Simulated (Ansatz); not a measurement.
Runs of Ansatz 0.2.0 on Co. It takes space group P6_3/mmc (No. 194, hexagonal). The conventional cell has a = 2.471 Å, b = 2.471 Å, c = 8.088 Å, α = 90.00°, β = 90.00°, γ = 120.00°. Co (site symmetry -6m2) has 12 Co at 2.47 Å as nearest neighbours. Co (site symmetry -3m) has 12 Co at 2.47 Å as nearest neighbours. 

```tsv
cell	target pressure (GPa)	gap on the mesh (eV)	pressure (GPa)	moment (μB)
relaxed to 20 GPa	20	none	20.0	(b)
relaxed to 2 GPa	2	none	2.0	6.65
relaxed	0	none	0.0	(a)
relaxed to 10 GPa	10	none	10.0	6.52
relaxed to 5 GPa	5	none	5.0	6.60
relaxed to 30 GPa	30	none	30.0	6.14
```

Alike in all rows: task relaxation of cell and atoms; level PBE; potentials or basis Ansatz PAW; spin collinear, ferromagnetic start; k mesh 12 × 12 × 4; cutoff (eV) 420; smearing fermi-dirac 0.05 eV.

Problem. Estimate the missing entries.

Solution. (a) 6.67; (b) 6.31.

Caveats: the plane-wave basis is chosen anew once the cell has moved, so the energies of steps on either side of that aren't comparable.

A gap of «none» marks a metal or a gap under the smearing width.
